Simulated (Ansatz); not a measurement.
# Sc (I4/mmm) in Ansatz: convergence with k mesh

Aim: find how far k mesh must go before the results for Sc settle, at PBE. This setting moves, with any that are tied to it; all else stays.

Everything below comes from runs of Ansatz 0.2.0. Logs are shortened: lines on timing, memory, paths and dates and some standing lists are left out, and cuts for length are marked.

## Step 1: The crystal as given

The structure is tetragonal, space group I4/mmm (No. 139). Conventional cell: a = 3.834 Å, b = 3.834 Å, c = 3.435 Å, α = 90.00°, β = 90.00°, γ = 90.00°. Sc (site symmetry 4/mmm) is surrounded by 10 Sc at 3.21 to 3.44 Å.

This isn't the form of Sc at room conditions, which is hcp.

## Step 2: With k mesh 3 × 3 × 3

Contents of input.yaml:

```yaml
crystal:
  lattice:
    - [-1.9172054859, 1.9172054859, 1.717603]
    - [1.9172054859, -1.9172054859, 1.717603]
    - [1.9172054859, 1.9172054859, -1.717603]
  atoms:
    - { symbol: Sc, position: [0.0, 0.0, 0.0] }
hamiltonian:
  xc: pbe
  pseudopotentials: { kind: nc, accuracy: standard }
kpoints:
  mp_grid: { grid: [3, 3, 3] }
scf:
  occupations: { method: gaussian, width: 0.05 }
output:
  forces: true
  stress: true
  eigenvalues: true
```

Potentials or basis: PseudoDojo standard (PBE files).

Command:

```
$ ansatz run input.yaml --threads 2 --pin off --max-ram 5632MiB --backend cpu --events-out ev --progress --plain --runs-dir out
```

The program printed:

```text
Warning: RAYON_NUM_THREADS=2 ignored (pool sized by the plan → 2); use --threads N
Engine: ansatz 0.2.0, x86_64-unknown-linux-gnu
Pseudopotentials: kind: nc
Pseudopotential: Sc, nc, valence charge 11, recommended cutoff 1061.244064 eV (normal), Sc.nc.azcp (PseudoDojo's, or run here from an input of PseudoDojo's; its table is named by hamiltonian.pseudopotentials.accuracy)
Functional definition: PBE
  parameter kappa = 0.804
  parameter beta = 0.06672455060314922
  exchange = pbe_x(kappa = kappa, mu = beta*pi^2/3)
  correlation = pbe_c(beta = beta)
Crystal: 1 atoms, lattice volume = 25.253 Å³
Basis set: ecut = 1061.244064 eV, 1993 PW (Γ), exchange–correlation on 72×72×72 points (8 copies of the dense FFT grid, shifted against one another)
Bands: 10, of which v1, the nominal top of the filled ones, is band 6 counted from 1 (5 counted from 0)
Symmetry: 16 space group operations
Space group: I4/mmm (ITA 139), of the structure as read, at distance tolerance 2.9e-5 Å
k-points: 6 of 27
Non-local potential: Sc, projectors of the file, l = 0: 2, l = 1: 2, l = 2: 2
Initial density: superposition of atomic densities (chi_scale 0.1, normalization cell)
Initial wavefunctions: pseudopotential atomic-orbital guess
Functional: x = pbe(κ = 0.804, μ = 0.2195149727645171), c = pbe(β = 0.06672455060314922)
SCF iter   1: F=—  HF=-1316.689010 eV  |F-HF|=—  |Δ(HF+E_count)|=         —  Δρ=2.00e-2  dr2=1.25e-1  ethr=3.10e-3  ⟨swp⟩=5.7  Hψ=347  notcnv=0
preconditioner: auto → none  [insulator: Δε(μ)=0.230 eV  Ē_g=3.965 eV  σ=0.050 eV  W_gap=0.87  n_scr=4 (ndim 8)  ℏωp=12.8 eV  f_vac=0.000  D(μ)=2.10/eV (n_scr^D=18)  ε∞_Penn≈11.4]
SCF iter   2: F=—  HF=-1316.654930 eV  |F-HF|=—  |Δ(HF+E_count)|=   3.41e-2  Δρ=7.16e-3  dr2=7.16e-3  ethr=1.13e-3  ⟨swp⟩=3.7  Hψ=162  notcnv=0  defer=3
SCF iter   3: F=—  HF=-1316.655230 eV  |F-HF|=—  |Δ(HF+E_count)|=   3.00e-4  Δρ=2.92e-3  dr2=1.30e-3  ethr=6.51e-5  ⟨swp⟩=1.5  Hψ=73  notcnv=0  defer=3
SCF iter   4: F=—  HF=-1316.655402 eV  |F-HF|=—  |Δ(HF+E_count)|=   1.72e-4  Δρ=2.20e-4  dr2=5.01e-6  ethr=1.18e-5  ⟨swp⟩=1.0  Hψ=57  notcnv=0  defer=3
SCF iter   5: F=—  HF=-1316.655409 eV  |F-HF|=—  |Δ(HF+E_count)|=   7.08e-6  Δρ=4.48e-5  dr2=4.21e-7  ethr=4.55e-8  ⟨swp⟩=2.0  Hψ=89  notcnv=0  defer=3
SCF iter   6: F=-1316.655409 eV  HF=-1316.655409 eV  |F-HF|=2.27e-9  |Δ(HF+E_count)|=   3.95e-8  Δρ=5.61e-6  dr2=4.66e-9  ethr=9.09e-10  ⟨swp⟩=8.8  Hψ=343  notcnv=0
SCF 1 converged in 6 iterations: F = -1316.655409 eV  dr2 = 4.66e-9
SCF converged after 6 iterations
Free energy (F): -1316.655409 eV
Harris-Foulkes:  -1316.655409 eV  (|F-HF|=2.27e-9)
Internal energy: -1316.653337 eV  (E = F + TS)
E sigma→0 (E₀):  -1316.654373 eV
Entropy (-TS):   -0.002073 eV (-2.073 meV/atom)
Fermi energy:    8.880233 eV
--- Per-component energies (eV) ---
  E_band       = -171.207834
  E_kinetic    = 484.281092
  E_local      = -1078.265050  (includes V_loc(G=0)·N_el)
  E_nonlocal   = 63.700411
  E_hartree    = 291.118298
  E_xc         = -220.103765
  E_vxc        = -223.159068  (∫ρ·V_xc dr)
  E_ewald      = -857.384323
  E_smearing   = -0.002073  (= −TS)
  E_closure    = 0.000000  (closes the sum)
  Σ components = -1316.655409   (vs F -1316.655409, Δ=0.00e0)
--- Forces (eV/Å), atoms counted from 1 ---
  atom   1  Sc     0.00000000     0.00000000     0.00000000
  max |Σ_I F_I| component: 1.58e-30 eV/Å
--- Stress (GPa, compression-positive) ---
       -0.354196       0.000000      -0.000000
        0.000000      -0.354196       0.000000
       -0.000000      -0.000000      -3.999688
  P = ⅓ Tr σ = -1.5694 GPa (-15.694 kbar)
--- Band table (eV; the first three rows and the last of 6) ---
  k-point 0: bands = ["-40.3966", "-18.8380", "-18.8165", "-18.8165", "3.9101", "10.2162", "10.8748", "10.8748", "11.5135", "12.3437"]
  k-point 1: bands = ["-40.3569", "-19.0940", "-18.9093", "-18.8054", "6.1805", "9.4382", "10.2128", "11.3745", "12.1290", "12.4658"]
  k-point 2: bands = ["-40.3508", "-19.1097", "-18.9091", "-18.8418", "6.4224", "9.5133", "9.7205", "11.9802", "12.2701", "12.3472"]
  k-point 5: bands = ["-40.3226", "-19.0570", "-19.0225", "-18.9872", "7.6062", "8.7712", "11.1776", "11.7267", "12.3081", "12.3571"]
```

It took 1.5 s on 2 threads of Intel Xeon at 2.50GHz (Skylake/Cascade Lake), shared host; peak memory 0.27 GiB.

Results:

```yaml
Free_energy: -1316.6554 eV
Pressure: -1.6 GPa
Band_gap_on_the_k_mesh: none (metal or under the smearing width)
```

## Step 3: With k mesh 4 × 4 × 4

Edit input.yaml of step 2 so:

```diff
@@ -11,3 +11,3 @@
 kpoints:
-  mp_grid: { grid: [3, 3, 3] }
+  mp_grid: { grid: [4, 4, 4] }
 scf:
```

Potentials or basis: PseudoDojo standard (PBE files).

Command:

```
$ ansatz run input.yaml --threads 2 --pin off --max-ram 5632MiB --backend cpu --events-out ev --progress --plain --runs-dir out
```

Wall time 2 s (2 threads of Intel Xeon at 2.50GHz (Skylake/Cascade Lake), shared host); peak memory 0.28 GiB.

Results:

| Property | Result |
| --- | --- |
| Free energy | -1316.8024 eV |
| Pressure | -1.2 GPa |
| Band gap on the k mesh | none (metal or under the smearing width) |

## Step 4: With k mesh 5 × 5 × 5

Edit input.yaml of step 3 so:

```diff
@@ -11,3 +11,3 @@
 kpoints:
-  mp_grid: { grid: [4, 4, 4] }
+  mp_grid: { grid: [5, 5, 5] }
 scf:
```

Command:

```
$ ansatz run input.yaml --threads 2 --pin off --max-ram 5632MiB --backend cpu --events-out ev --progress --plain --runs-dir out
```

Run time: 2 s. Hardware: 2 threads of Intel Xeon at 2.50GHz (Skylake/Cascade Lake), shared host; peak memory 0.29 GiB.

What came out:

| Property | Result |
| --- | --- |
| Free energy | -1316.7576 eV |
| Pressure | -0.9 GPa |
| Band gap on the k mesh | none (metal or under the smearing width) |

## Step 5: With k mesh 6 × 6 × 6

Edit input.yaml of step 4 so:

```diff
@@ -11,3 +11,3 @@
 kpoints:
-  mp_grid: { grid: [5, 5, 5] }
+  mp_grid: { grid: [6, 6, 6] }
 scf:
```

Command:

```
$ ansatz run input.yaml --threads 2 --pin off --max-ram 5632MiB --backend cpu --events-out ev --progress --plain --runs-dir out
```

Run time: 2.7 s. Hardware: 2 threads of Intel Xeon at 2.50GHz (Skylake/Cascade Lake), shared host; peak memory 0.3 GiB.

Results:

| Quantity | Value |
| --- | --- |
| Free energy | -1316.7761 eV |
| Pressure | -0.7 GPa |
| Band gap on the k mesh | none (metal or under the smearing width) |

## Step 6: With k mesh 8 × 8 × 8

Edit input.yaml of step 5 so:

```diff
@@ -11,3 +11,3 @@
 kpoints:
-  mp_grid: { grid: [6, 6, 6] }
+  mp_grid: { grid: [8, 8, 8] }
 scf:
```

Potentials or basis: PseudoDojo standard (PBE files).

Command:

```
$ ansatz run input.yaml --threads 2 --pin off --max-ram 5632MiB --backend cpu --events-out ev --progress --plain --runs-dir out
```

It took 4.1 s on 2 threads of Intel Xeon at 2.50GHz (Skylake/Cascade Lake), shared host; peak memory 0.34 GiB.

Results (log left out):

- Free energy: -1316.7770 eV
- Pressure: -0.9 GPa
- Band gap on the k mesh: none (metal or under the smearing width)

## Step 7: With k mesh 9 × 9 × 9

Edit input.yaml of step 6 so:

```diff
@@ -11,3 +11,3 @@
 kpoints:
-  mp_grid: { grid: [8, 8, 8] }
+  mp_grid: { grid: [9, 9, 9] }
 scf:
```

Command:

```
$ ansatz run input.yaml --threads 2 --pin off --max-ram 5632MiB --backend cpu --events-out ev --progress --plain --runs-dir out
```

Wall time 5.1 s (2 threads of Intel Xeon at 2.50GHz (Skylake/Cascade Lake), shared host); peak memory 0.35 GiB.

The run converged. Its results:

| Item | Value |
| --- | --- |
| Free energy | -1316.7749 eV |
| Pressure | -0.7 GPa |
| Band gap on the k mesh | none (metal or under the smearing width) |

## Step 8: With k mesh 12 × 12 × 12

Edit input.yaml of step 7 so:

```diff
@@ -11,3 +11,3 @@
 kpoints:
-  mp_grid: { grid: [9, 9, 9] }
+  mp_grid: { grid: [12, 12, 12] }
 scf:
```

Command:

```
$ ansatz run input.yaml --threads 2 --pin off --max-ram 5632MiB --backend cpu --events-out ev --progress --plain --runs-dir out
```

Wall time 9.3 s (2 threads of Intel Xeon at 2.50GHz (Skylake/Cascade Lake), shared host); peak memory 0.41 GiB.

The run converged. Its results:

- Free energy: -1316.7748 eV
- Pressure: -0.8 GPa
- Band gap on the k mesh: none (metal or under the smearing width)

## Step 9: With k mesh 14 × 14 × 14

Edit input.yaml of step 8 so:

```diff
@@ -11,3 +11,3 @@
 kpoints:
-  mp_grid: { grid: [12, 12, 12] }
+  mp_grid: { grid: [14, 14, 14] }
 scf:
```

Potentials or basis: PseudoDojo standard (PBE files).

Command:

```
$ ansatz run input.yaml --threads 2 --pin off --max-ram 5632MiB --backend cpu --events-out ev --progress --plain --runs-dir out
```

It took 13 s on 2 threads of Intel Xeon at 2.50GHz (Skylake/Cascade Lake), shared host; peak memory 0.45 GiB.

Results (log left out):

```
Free energy            : -1316.7750 eV
Pressure               : -0.8 GPa
Band gap on the k mesh : none (metal or under the smearing width)
```

## Step 10: With k mesh 17 × 17 × 17

Edit input.yaml of step 9 so:

```diff
@@ -11,3 +11,3 @@
 kpoints:
-  mp_grid: { grid: [14, 14, 14] }
+  mp_grid: { grid: [17, 17, 17] }
 scf:
```

Command:

```
$ ansatz run input.yaml --threads 2 --pin off --max-ram 5632MiB --backend cpu --events-out ev --progress --plain --runs-dir out
```

It took 21 s on 2 threads of Intel Xeon at 2.50GHz (Skylake/Cascade Lake), shared host; peak memory 0.55 GiB.

The run converged. Its results:

```
Free energy            : -1316.7749 eV
Pressure               : -0.8 GPa
Band gap on the k mesh : none (metal or under the smearing width)
```

## Step 11: The series at a glance

```
      k mesh  energy less the tightest run, at zero smearing (meV/atom)  pressure (GPa)  SCF cycles  CPU time (s)  peak memory (GiB)
   3 × 3 × 3                                                     118.75           -1.57           6           1.2               0.27
   4 × 4 × 4                                                     -24.97           -1.17           7           1.6               0.28
   5 × 5 × 5                                                      18.86           -0.90           6           1.9               0.29
   6 × 6 × 6                                                      -0.53           -0.72           7           2.8                0.3
   8 × 8 × 8                                                      -2.93           -0.87           7           4.9               0.34
   9 × 9 × 9                                                       0.09           -0.65           7           6.1               0.35
12 × 12 × 12                                                       0.10           -0.78           7            12               0.41
14 × 14 × 14                                                      -0.09           -0.77           7            19               0.45
17 × 17 × 17                                                       0.00           -0.81           7            30               0.55
```

Against the tightest run, the energy stays within 1 meV/atom from 9 × 9 × 9 on; the pressure stays within 0.1 GPa from 12 × 12 × 12 on. Meshes of other sizes hit other points, so gaps and Fermi surfaces needn't settle smoothly. The tightest run that finished is the yardstick and may itself not be fully converged.
